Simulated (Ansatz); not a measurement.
## What a change of settings does to a run on Ir

The cell is built from the hcp type as a first guess.

First run: DFT, PBE, PAW with Ansatz's default frozen-core files, scalar-relativistic (Ansatz 0.2.0).

Command: `ansatz run input.yaml --threads 1 --pin off --max-ram 2048MiB --backend cpu --events-out ev --progress --plain --runs-dir out` The run took 39 s on 1 thread of Arm Neoverse N1, with other jobs on the host, peak memory 0.34 GiB.

```yaml
crystal:
  lattice:
    - [2.5654143566, 0.0, 0.0]
    - [-1.2827071783, 2.2217140041, 0.0]
    - [0.0, 0.0, 4.1559712577]
  atoms:
    - { symbol: Ir, position: [0.3333333333, 0.6666666667, 0.25] }
    - { symbol: Ir, position: [0.6666666667, 0.3333333333, 0.75] }
kpoints:
  mp_grid: { grid: [15, 15, 8] }
scf:
  occupations: { method: fermi_dirac, width: 0.03 }
hamiltonian:
  xc: pbe
  pseudopotentials: { kind: paw }
output:
  forces: true
  stress: true
relax:
  f_tol: 0.005
  max_steps: 80
  cell: {}
```

Result: converged; relaxed volume 14.562 Å³/atom; 49 SCF iterations in all.

Spin–orbit coupling is left out, though it moves levels of the heavy atoms by tenths of an eV or more.

The input is then changed:

```diff
@@ -8,13 +8,18 @@
     - { symbol: Ir, position: [0.6666666667, 0.3333333333, 0.75] }
 kpoints:
-  mp_grid: { grid: [15, 15, 8] }
+  mp_grid: { grid: [10, 10, 5] }
 scf:
   occupations: { method: fermi_dirac, width: 0.03 }
+  lower_state_search: standard
 hamiltonian:
   xc: pbe
-  pseudopotentials: { kind: paw }
+  pseudopotentials: { kind: nc }
 output:
   forces: true
   stress: true
+  write_density: true
+  write_potential: true
+  elf: true
+  volumetric_format: npy
 relax:
   f_tol: 0.005
```

(1) What does the second run give?

Answers

(1) It converged; relaxed volume 14.579 Å³/atom; 44 SCF iterations in all. Some of these settings are too coarse for converged properties.
